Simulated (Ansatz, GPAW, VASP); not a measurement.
Mg: 4 runs at one level of theory

```xyz
2
Lattice="3.2093 0.0000 0.0000 -1.6046 2.7793 0.0000 0.0000 0.0000 5.2103" Properties=species:S:1:pos:R:3 pbc="T T T"
Mg    1.6047    0.9264    3.9077
Mg    0.0000    1.8529    1.3026
```

Alike in all runs: task single point; functional PBE; k mesh 10 × 10 × 5; occupations gaussian, width 0.014 eV; no spin polarisation; no spin-orbit coupling. Pressure is positive in compression and, in plane waves, holds the error of the finite cutoff, which Ansatz's Pulay term estimates and takes out.

```csv
program and potentials,plane-wave cutoff (eV),notes,pressure (GPa)
"Ansatz, Ansatz PAW",420,10 valence electrons an atom on average,?
"VASP, PBE PAW files Mg, 520 eV",520,2 valence electrons an atom on average,-0.58
"GPAW, GPAW PAW data sets (gpaw-data 1.2.1)",800,10 valence electrons an atom on average,-0.53
"Ansatz, all-electron LAPW, scalar-relativistic",-,-,-0.47
```

Problem. Estimate from the other rows what the run with Ansatz, Ansatz PAW gave.

Solution. Pressure -0.45 GPa. The other rows, which needn't bracket it: pressure -0.58 to -0.47.
